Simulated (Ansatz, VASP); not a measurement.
## Two plane-wave programs on V

```
CELL_PARAMETERS angstrom
0.00000 1.88449 1.88449
1.88449 0.00000 1.88449
1.88449 1.88449 0.00000
ATOMIC_POSITIONS crystal
V 0.00000 0.00000 0.00000
```

Alike in both runs: functional PBEsol; k mesh 20 × 20 × 20; occupations gaussian, width 0.1 eV; no spin polarisation.

Ansatz relaxed the structure, and its values are those at the end. VASP's run is a single point on that final structure, the one shown.

|  | VASP | Ansatz |
| --- | --- | --- |
| version | VASP 6.6.1 | Ansatz 0.2.0 |
| potentials or method | VASP PAW PBE potentials, release 64 (V_sv) | scalar-relativistic, plane waves, PAW |
| plane-wave cutoff (eV) | 520 | 420 |
| valence electrons in the cell | 13 | 13 |

Ansatz gave:

| Property | Result |
| --- | --- |
| gap on the k mesh at the Fermi level (eV) | none |
| pressure (GPa) | 0.1 |

Question: Which values does VASP return?

Answer: gap on the k mesh at the Fermi level (eV): none; pressure (GPa): 0.2.

A gap of «none» marks a metal or a gap that the smearing closes.

Caveats: the PAW data sets were made with another functional, which shifts forces and pressure a little (VASP).
